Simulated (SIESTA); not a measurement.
Cu:

```xyz
1
Lattice="0.0000 1.8075 1.8075 1.8075 0.0000 1.8075 1.8075 1.8075 0.0000" Properties=species:S:1:pos:R:3 pbc="T T T"
Cu    0.0000    0.0000    0.0000
```

```yaml
Program: SIESTA 5.4.2
Task: single point
Functional: PBE
Potentials_or_basis: PseudoDojo 0.4 standard (PBE files)
Basis: DZP (energy shift 0.003 Ry; two zetas on semicore shells)
Grid_cutoff: 800 Ry
Energy_shift: 0.003 Ry
k_mesh: 13 × 13 × 13
Occupations: fermi-dirac, width 0.05 eV
Spin: no spin polarisation
```

On this cell: pressure 1.1 GPa; band gap on the k mesh none (metal or under the smearing width).

The same run follows on a disturbed copy (cell strained at random at fixed volume):

```
CELL_PARAMETERS angstrom
-0.00858 1.79575 1.80169
1.82295 -0.02405 1.81716
1.79533 1.78360 0.00357
ATOMIC_POSITIONS crystal
Cu 0.00146 0.97571 0.02932
```

Problem. What changes?

Solution. The energy (extrapolated to zero smearing) moves by +1.7 meV/atom; pressure 1.4 GPa; band gap on the k mesh none (metal or under the smearing width).

Stress tensor (GPa, compression positive):
```
 1.33  1.69 -0.82
 1.69  1.71  0.62
-0.82  0.62  1.15
```

Caveats: short orbitals over semicore shells can move pressures by several GPa; the basis of atomic orbitals isn't converged, which shifts pressures, moduli and gaps.
